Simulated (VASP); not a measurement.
# SrTiO₃ (strained cubic perovskite): one PBE single-point calculation in two programs

```
Sr Ti O
1.0
     3.98499    0.00000    0.00000
     0.00000    3.98499    0.00000
     0.00000    0.00000    3.86233
Sr Ti O
1 1 3
Direct
  0.00000 0.00000 0.00000
  0.50000 0.50000 0.50000
  0.50000 0.50000 0.00000
  0.50000 0.00000 0.50000
  0.00000 0.50000 0.50000
```

The two codes use different PAW datasets and cutoffs. VASP's cell holds 40 valence electrons and Ansatz's 40. Ansatz's stress includes a Pulay correction; VASP's doesn't.

Cutoffs: 520 eV in VASP, 420 eV in Ansatz. k meshes: 6×6×6 and 6×6×6.

```
                               VASP    Ansatz
gap between bands v and c   1.75 eV   1.78 eV
         least direct gap   2.12 eV   2.14 eV
                 pressure  -0.1 GPa  -0.7 GPa
```

Band v is the last that the valence electrons fill when counted band by band, and c is the next. Levels in eV from the top of v, Ansatz:

```json
{"point": "Γ", "v−1": "-0.39", "v": "-0.36", "c": "1.78", "c+1": "1.83"}
{"point": "X", "v−1": "-0.73", "v": "-0.72", "c": "1.97", "c+1": "3.54"}
{"point": "M", "v−1": "-1.67", "v": "-0.16", "c": "3.56", "c+1": "3.56"}
{"point": "R", "v−1": "0.00", "v": "0.00", "c": "4.18", "c+1": "4.36"}
```

VASP:

| point | v−1 | v | c | c+1 |
| --- | --- | --- | --- | --- |
| Γ | -0.39 | -0.37 | 1.75 | 1.80 |
| X | -0.74 | -0.73 | 1.95 | 3.52 |
| M | -1.67 | -0.17 | 3.53 | 3.53 |
| R | 0.00 | 0.00 | 4.15 | 4.33 |
